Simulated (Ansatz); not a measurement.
Rows from a G0W0 calculation on SiC (F-43m) (Ansatz 0.2.0; G0W0 on PBE, plane waves, PAW; 10×10×10 mesh, 348 empty bands, screening to 380 eV, hard PAW files), in eV. Spin-orbit coupling is left out.

| row | k | band | start | Σx | Σc at the solution | Vxc |
| --- | --- | --- | --- | --- | --- | --- |
| A | (0.000, -0.500, -0.500) | v1 | 6.316 | -18.536 | 2.693 | -14.799 |
| B | Γ | c1 | 15.720 | -9.671 | -5.490 | -15.410 |
| C | (0.000, -0.500, -0.500) | c2 | 13.827 | -7.399 | -4.575 | -12.293 |
| D | (0.000, -0.500, -0.500) | c1 | 10.865 | -7.122 | -4.051 | -11.311 |
| E | Γ | c2 | 16.807 | -8.082 | -5.346 | -13.858 |
| F | Γ | v1 | 9.507 | -18.218 | 1.658 | -15.702 |

Question: Work out each quasiparticle level and how far it moved.

The quasiparticle equation reads E = start + Σx + Σc(E) − Vxc.

| row | E (eV) | shift (eV) |
| --- | --- | --- |
| A | 5.272 | −1.044 |
| B | 15.970 | +0.250 |
| C | 14.146 | +0.318 |
| D | 11.003 | +0.138 |
| E | 17.238 | +0.430 |
| F | 8.648 | −0.858 |

Limits: not at the basis limit.

[Runs of the session that timed out or met a known fault of the program may be left out.]

[Cells called generated may have been cut or substituted from an entry of the Crystallography Open Database or the Materials Project.]

[Hosts, paths, dates, database ids (printed as entryN), source tags and the programs' standing remarks are cut or masked in the printed files.]
